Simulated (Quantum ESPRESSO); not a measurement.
# InP (F-43m) in Quantum ESPRESSO: further runs

One crystal, InP, is run at these levels: r2SCAN; tasks: single point, equation of state.

All numbers are computed with Quantum ESPRESSO 7.5; they aren't measurements. Logs are shortened: lines on timing, memory, paths and dates and some standing lists are left out, and cuts for length are marked.

**Measured values to compare with.**

From a printed reference work, data compilation, for a bulk crystal of InP: bulk modulus 71 GPa.

The results are compared with them further down.

### Step 1. The crystal as given

Symmetry: F-43m, No. 216, cubic system. Conventional cell: a = 5.861 Å, b = 5.861 Å, c = 5.861 Å, α = 90.00°, β = 90.00°, γ = 90.00°. In (site symmetry -43m) is surrounded by 4 P at 2.54 Å. P (site symmetry -43m) is surrounded by 4 In at 2.54 Å.

### Step 2. Single point, r2SCAN, 23.66 Å³/atom

The input, pw.in:

```
&CONTROL
  calculation = 'scf'
  prefix = 'pwscf'
  outdir = './tmp'
  pseudo_dir = './pseudo'
  tprnfor = .true.
  tstress = .true.
  disk_io = 'nowf'
/
&SYSTEM
  ibrav = 0
  nat = 2
  ntyp = 2
  ecutwfc = 70
  nbnd = 15
  input_dft = 'r2scan'
  occupations = 'smearing'
  smearing = 'fd'
  degauss = 0.00367493
  nosym = .true.
  nr1 = 48
  nr2 = 48
  nr3 = 48
/
&ELECTRONS
  conv_thr = 1d-08
  electron_maxstep = 120
  mixing_beta = 0.5
/
ATOMIC_SPECIES
In   114.8180 In_ONCV_PBE-1.2.upf
P     30.9738 P_ONCV_PBE-1.2.upf
CELL_PARAMETERS angstrom
   0.0000000000    2.8706770916    2.8706770916
   2.8706770916    0.0000000000    2.8706770916
   2.8706770916    2.8706770916    0.0000000000
ATOMIC_POSITIONS crystal
In     0.0000000000    0.0000000000    0.0000000000
P      0.7500000000    0.7500000000    0.7500000000
K_POINTS automatic
6 6 6 0 0 0
```

Potentials or basis: SG15 PBE 1.2.

On the command line:

```
$ OMP_NUM_THREADS=1 mpirun -n 2 pw.x -nk 2 -in pw.in > pw.out
```

pw.out:

```text
This program is part of the open-source Quantum ESPRESSO suite
     for quantum simulation of materials; please cite
         "P. Giannozzi et al., J. Phys.:Condens. Matter 21 395502 (2009);
         "P. Giannozzi et al., J. Phys.:Condens. Matter 29 465901 (2017);
         "P. Giannozzi et al., J. Chem. Phys. 152 154105 (2020);
     in publications or presentations arising from this work. More details at

     IMPORTANT: XC functional enforced from input :
     Exchange-correlation= R2SCAN
                           (   0   0   0   0   0 497 498)
     Any further DFT definition will be discarded
     Please, verify this is what you really want

     K-points division:     npool     =       2
     Subspace diagonalization in iterative solution of the eigenvalue problem:
     a serial algorithm will be used

     G-vector sticks info
     --------------------
     sticks:   dense  smooth     PW     G-vecs:    dense   smooth      PW
     Sum        1135    1135    349                25125    25125    4279

     Using Slab Decomposition

     bravais-lattice index     =            0
     lattice parameter (alat)  =       7.6718  a.u.
     unit-cell volume          =     319.2858 (a.u.)^3
     number of atoms/cell      =            2
     number of atomic types    =            2
     number of electrons       =        18.00
     number of Kohn-Sham states=           15
     kinetic-energy cutoff     =      70.0000  Ry
     charge density cutoff     =     280.0000  Ry
     scf convergence threshold =      1.0E-08
     mixing beta               =       0.5000
     number of iterations used =            8  plain     mixing
     Exchange-correlation= R2SCAN
                           (   0   0   0   0   0 497 498)

     celldm(1)=   7.671817  celldm(2)=   0.000000  celldm(3)=   0.000000
     celldm(4)=   0.000000  celldm(5)=   0.000000  celldm(6)=   0.000000

     crystal axes: (cart. coord. in units of alat)
               a(1) = (   0.000000   0.707107   0.707107 )
               a(2) = (   0.707107   0.000000   0.707107 )
               a(3) = (   0.707107   0.707107   0.000000 )

     reciprocal axes: (cart. coord. in units 2 pi/alat)
               b(1) = ( -0.707107  0.707107  0.707107 )
               b(2) = (  0.707107 -0.707107  0.707107 )
               b(3) = (  0.707107  0.707107 -0.707107 )

     PseudoPot. # 1 for In read from file:
     In_ONCV_PBE-1.2.upf
     Pseudo is Norm-conserving, Zval = 13.0
     Generated using ONCVPSP code by D. R. Hamann
     Using radial grid of  602 points,  6 beta functions with:
                l(1) =   0
                l(2) =   0
                l(3) =   1
                l(4) =   1
                l(5) =   2
                l(6) =   2

     PseudoPot. # 2 for P  read from file:
     P_ONCV_PBE-1.2.upf
     Pseudo is Norm-conserving, Zval =  5.0
     Generated using ONCVPSP code by D. R. Hamann
     Using radial grid of  602 points,  4 beta functions with:
                l(1) =   0
                l(2) =   0
                l(3) =   1
                l(4) =   1

     atomic species   valence    mass     pseudopotential
     In               13.00   114.81800     In( 1.00)
     P                 5.00    30.97380     P ( 1.00)

     No symmetry found

   Cartesian axes

     site n.     atom                  positions (alat units)
         1        In     tau(   1) = (   0.0000000   0.0000000   0.0000000  )
         2        P      tau(   2) = (   1.0606602   1.0606602   1.0606602  )

     number of k points=   112  Fermi-Dirac smearing, width (Ry)=  0.0037

     Number of k-points >= 100: set verbosity='high' to print them.

     Dense  grid:    25125 G-vectors     FFT dimensions: (  48,  48,  48)

     WARNING: libxc functional with ID  497 depends
      on external parameters: check the user_guide of
      QE if you need to modify them or to check their
      default values.

     WARNING: libxc functional with ID  498 depends
      on external parameters: check the user_guide of
      QE if you need to modify them or to check their
      default values.

     Initial potential from superposition of free atoms

     starting charge      17.8730, renormalised to      18.0000
     Starting wfcs are random

     Self-consistent Calculation

     iteration #  1     ecut=    70.00 Ry     beta= 0.50
     Davidson diagonalization with overlap
     ethr =  1.00E-02,  avg # of iterations =  9.4

     total energy              =    -116.87589264 Ry
     estimated scf accuracy    <      18.19143566 Ry

     iteration #  2     ecut=    70.00 Ry     beta= 0.50
     Davidson diagonalization with overlap
     ethr =  1.00E-02,  avg # of iterations =  1.0

     total energy              =    -117.01528675 Ry
     estimated scf accuracy    <       6.17507442 Ry

     iteration #  3     ecut=    70.00 Ry     beta= 0.50
     Davidson diagonalization with overlap
     ethr =  1.00E-02,  avg # of iterations =  1.0

     total energy              =    -117.02296557 Ry
     estimated scf accuracy    <       0.14553989 Ry

     iteration #  4     ecut=    70.00 Ry     beta= 0.50
     Davidson diagonalization with overlap
     ethr =  8.09E-04,  avg # of iterations =  1.1

     total energy              =    -117.02407875 Ry
     estimated scf accuracy    <       0.00043656 Ry

     iteration #  5     ecut=    70.00 Ry     beta= 0.50
     Davidson diagonalization with overlap
     ethr =  2.43E-06,  avg # of iterations =  9.6

     total energy              =    -117.02422059 Ry
     estimated scf accuracy    <       0.00013810 Ry

     iteration #  6     ecut=    70.00 Ry     beta= 0.50
     Davidson diagonalization with overlap
     ethr =  7.67E-07,  avg # of iterations =  1.0

     total energy              =    -117.02422262 Ry
     estimated scf accuracy    <       0.00000592 Ry

     iteration #  7     ecut=    70.00 Ry     beta= 0.50
     Davidson diagonalization with overlap
     ethr =  3.29E-08,  avg # of iterations =  1.6

     total energy              =    -117.02422306 Ry
     estimated scf accuracy    <       0.00000060 Ry

     iteration #  8     ecut=    70.00 Ry     beta= 0.50
     Davidson diagonalization with overlap
     ethr =  3.32E-09,  avg # of iterations =  2.0

     total energy              =    -117.02422310 Ry
     estimated scf accuracy    <       0.00000007 Ry

     iteration #  9     ecut=    70.00 Ry     beta= 0.50
     Davidson diagonalization with overlap
     ethr =  4.11E-10,  avg # of iterations =  2.5

     End of self-consistent calculation

     Number of k-points >= 100: set verbosity='high' to print the bands.

     the Fermi energy is     8.8606 ev

!    total energy              =    -117.02422311 Ry
     estimated scf accuracy    <          5.1E-10 Ry
     smearing contrib. (-TS)   =      -0.00000002 Ry
     internal energy E=F+TS    =    -117.02422309 Ry

     The total energy is F=E-TS. E is the sum of the following terms:
     one-electron contribution =     -37.96349154 Ry
     hartree contribution      =      29.18526666 Ry
     xc contribution           =     -16.65588337 Ry
     ewald contribution        =     -91.59011484 Ry

     convergence has been achieved in   9 iterations

     Forces acting on atoms (cartesian axes, Ry/au):

     atom    1 type  1   force =     0.00000083    0.00000006   -0.00000113
     atom    2 type  2   force =    -0.00000083   -0.00000006    0.00000113

     Total force =     0.000002     Total SCF correction =     0.000004
     SCF correction compared to forces is large: reduce conv_thr to get better values

     Computing stress (Cartesian axis) and pressure

          total   stress  (Ry/bohr**3)                   (kbar)     P=       51.65
   0.00035110  -0.00000000  -0.00000000           51.65       -0.00       -0.00
  -0.00000000   0.00035111  -0.00000000           -0.00       51.65       -0.00
  -0.00000000  -0.00000000   0.00035111           -0.00       -0.00       51.65

=------------------------------------------------------------------------------=
   JOB DONE.
=------------------------------------------------------------------------------=
```

Wall time 2.7 min (2 MPI ranks of Arm Neoverse V2, shared host); peak memory 0.26 GiB.

Results:

```
Free energy            : -1592.1957 eV
Pressure               : 5.2 GPa
Band gap on the k mesh : 1.13 eV, direct
```

Caveat: the potentials were made for another functional, which shifts forces and pressure; spin-orbit coupling is left out, which moves the levels of the heavy elements.

### Step 3. Single point, r2SCAN, 24.16 Å³/atom

pw.in, as its differences from that of step 2:

```diff
@@ -33,5 +33,5 @@
 CELL_PARAMETERS angstrom
-   0.0000000000    2.8706770916    2.8706770916
-   2.8706770916    0.0000000000    2.8706770916
-   2.8706770916    2.8706770916    0.0000000000
+   0.0000000000    2.8908937935    2.8908937935
+   2.8908937935    0.0000000000    2.8908937935
+   2.8908937935    2.8908937935    0.0000000000
 ATOMIC_POSITIONS crystal
```

Potentials or basis: SG15 PBE 1.2.

On the command line:

```
$ OMP_NUM_THREADS=1 mpirun -n 2 pw.x -nk 2 -in pw.in > pw.out
```

It took 2.7 min on 2 MPI ranks of Arm Neoverse V2, shared host; peak memory 0.26 GiB.

It converged, with:

| Quantity | Value |
| --- | --- |
| Free energy | -1592.2228 eV |
| Pressure | 3.3 GPa |
| Band gap on the k mesh | 1.00 eV, direct |

Caveat: the potentials were made for another functional, which shifts forces and pressure; spin-orbit coupling is left out, which moves the levels of the heavy elements.

### Step 4. Single point, r2SCAN, 24.66 Å³/atom

pw.in, as its differences from that of step 3:

```diff
@@ -33,5 +33,5 @@
 CELL_PARAMETERS angstrom
-   0.0000000000    2.8908937935    2.8908937935
-   2.8908937935    0.0000000000    2.8908937935
-   2.8908937935    2.8908937935    0.0000000000
+   0.0000000000    2.9108316221    2.9108316221
+   2.9108316221    0.0000000000    2.9108316221
+   2.9108316221    2.9108316221    0.0000000000
 ATOMIC_POSITIONS crystal
```

On the command line:

```
$ OMP_NUM_THREADS=1 mpirun -n 2 pw.x -nk 2 -in pw.in > pw.out
```

Run time: 2.8 min. Hardware: 2 MPI ranks of Arm Neoverse V2, shared host; peak memory 0.26 GiB.

It converged, with:

```yaml
Free_energy: -1592.2390 eV
Pressure: 1.7 GPa
Band_gap_on_the_k_mesh: 0.88 eV, direct
```

Caveat: the potentials were made for another functional, which shifts forces and pressure; spin-orbit coupling is left out, which moves the levels of the heavy elements.

### Step 5. Single point, r2SCAN, 25.17 Å³/atom

pw.in, as its differences from that of step 4:

```diff
@@ -33,5 +33,5 @@
 CELL_PARAMETERS angstrom
-   0.0000000000    2.9108316221    2.9108316221
-   2.9108316221    0.0000000000    2.9108316221
-   2.9108316221    2.9108316221    0.0000000000
+   0.0000000000    2.9305000000    2.9305000000
+   2.9305000000    0.0000000000    2.9305000000
+   2.9305000000    2.9305000000    0.0000000000
 ATOMIC_POSITIONS crystal
```

On the command line:

```
$ OMP_NUM_THREADS=1 mpirun -n 2 pw.x -nk 2 -in pw.in > pw.out
```

Run time: 2.8 min. Hardware: 2 MPI ranks of Arm Neoverse V2, shared host; peak memory 0.26 GiB.

It converged, with:

| Property | Result |
| --- | --- |
| Free energy | -1592.2454 eV |
| Pressure | 0.2 GPa |
| Band gap on the k mesh | 0.76 eV, direct |

Caveat: the potentials were made for another functional, which shifts forces and pressure; spin-orbit coupling is left out, which moves the levels of the heavy elements.

### Step 6. Single point, r2SCAN, 25.67 Å³/atom

pw.in, as its differences from that of step 5:

```diff
@@ -33,5 +33,5 @@
 CELL_PARAMETERS angstrom
-   0.0000000000    2.9305000000    2.9305000000
-   2.9305000000    0.0000000000    2.9305000000
-   2.9305000000    2.9305000000    0.0000000000
+   0.0000000000    2.9499078504    2.9499078504
+   2.9499078504    0.0000000000    2.9499078504
+   2.9499078504    2.9499078504    0.0000000000
 ATOMIC_POSITIONS crystal
```

Potentials or basis: SG15 PBE 1.2.

On the command line:

```
$ OMP_NUM_THREADS=1 mpirun -n 2 pw.x -nk 2 -in pw.in > pw.out
```

Wall time 2.8 min (2 MPI ranks of Arm Neoverse V2, shared host); peak memory 0.28 GiB.

It converged, with:

```yaml
Free_energy: -1592.2431 eV
Pressure: -1.1 GPa
Band_gap_on_the_k_mesh: 0.64 eV, direct
```

Caveat: the potentials were made for another functional, which shifts forces and pressure; spin-orbit coupling is left out, which moves the levels of the heavy elements.

### Step 7. Single point, r2SCAN, 26.17 Å³/atom

pw.in, as its differences from that of step 6:

```diff
@@ -33,5 +33,5 @@
 CELL_PARAMETERS angstrom
-   0.0000000000    2.9499078504    2.9499078504
-   2.9499078504    0.0000000000    2.9499078504
-   2.9499078504    2.9499078504    0.0000000000
+   0.0000000000    2.9690636329    2.9690636329
+   2.9690636329    0.0000000000    2.9690636329
+   2.9690636329    2.9690636329    0.0000000000
 ATOMIC_POSITIONS crystal
```

On the command line:

```
$ OMP_NUM_THREADS=1 mpirun -n 2 pw.x -nk 2 -in pw.in > pw.out
```

Run time: 2.8 min. Hardware: 2 MPI ranks of Arm Neoverse V2, shared host; peak memory 0.26 GiB.

The run converged. Its results:

```
Free energy            : -1592.2330 eV
Pressure               : -2.3 GPa
Band gap on the k mesh : 0.53 eV, direct
```

Caveat: the potentials were made for another functional, which shifts forces and pressure; spin-orbit coupling is left out, which moves the levels of the heavy elements.

### Step 8. Single point, r2SCAN, 26.68 Å³/atom

pw.in, as its differences from that of step 7:

```diff
@@ -33,5 +33,5 @@
 CELL_PARAMETERS angstrom
-   0.0000000000    2.9690636329    2.9690636329
-   2.9690636329    0.0000000000    2.9690636329
-   2.9690636329    2.9690636329    0.0000000000
+   0.0000000000    2.9879753761    2.9879753761
+   2.9879753761    0.0000000000    2.9879753761
+   2.9879753761    2.9879753761    0.0000000000
 ATOMIC_POSITIONS crystal
```

On the command line:

```
$ OMP_NUM_THREADS=1 mpirun -n 2 pw.x -nk 2 -in pw.in > pw.out
```

Run time: 2.8 min. Hardware: 2 MPI ranks of Arm Neoverse V2, shared host; peak memory 0.26 GiB.

The run converged. Its results:

* Free energy: -1592.2159 eV
* Pressure: -3.3 GPa
* Band gap on the k mesh: 0.42 eV, direct

Caveat: the potentials were made for another functional, which shifts forces and pressure; spin-orbit coupling is left out, which moves the levels of the heavy elements.

### Step 9. Equation of state, r2SCAN

Potentials or basis: SG15 PBE 1.2.

This step only gathers the single runs of the series.

Results:

- Equilibrium volume: 25.28 Å³/atom
- Bulk modulus: 68 GPa
- Pressure derivative of the bulk modulus: 4.7

Energy against volume, from the lowest point:
```
volume (Å³/atom)  energy (meV/atom)
          23.657              24.88
          24.160              11.30
          24.663               3.21
          25.167               0.00
          25.670               1.17
          26.173               6.21
          26.677              14.76
```

Caveat: the potentials were made for another functional, which shifts forces and pressure.

### Step 10. How close it comes

Step 9. A measured bulk modulus of InP is 71 GPa (a printed reference work, data compilation); the calculated 68 GPa misses it by -4.2 %. The fit is for a static lattice scaled at fixed shape and fixed fractional positions.
